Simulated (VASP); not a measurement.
The system is CdTe.

```
Cd Te
1.0
     0.00000    3.28211    3.28211
     3.28211    0.00000    3.28211
     3.28211    3.28211    0.00000
Cd Te
1 1
Direct
  0.00000 0.00000 0.00000
  0.75000 0.75000 0.75000
```

The cell is a database's computed one.

- Program: VASP 6.6.1
- Task: relaxation of cell and atoms
- Functional: LDA
- Potentials or basis: VASP PAW LDA potentials, release 64 (Cd, Te)
- Cutoff: 600 eV
- k mesh: 10 × 10 × 10
- Occupations: gaussian, width 0.02 eV
- Spin: no spin polarisation

At the start: pressure -2.6 GPa; volume 35.36 Å³/atom.

Task: How do energy, volume and symmetry change on relaxing?

Result: Over 3 steps the energy falls by 20.1 meV/atom and the volume is 33.07 Å³/atom (-6.5 %); space group F-43m (No. 216, to 0.05 Å).

The path:
```
step  energy change (eV)  largest force (eV/Å)  pressure (GPa)  volume (Å³)
   1              0.0000                0.0000           -2.64        70.71
   2             -0.0368                0.0000            0.89        64.92
   3             -0.0401                0.0000            0.00        66.13
```

Final structure:
```
Cd Te
1.0
     0.00000    3.20965    3.20965
     3.20965    0.00000    3.20965
     3.20965    3.20965    0.00000
Cd Te
1 1
Direct
  0.00000 0.00000 0.00000
  0.75000 0.75000 0.75000
```
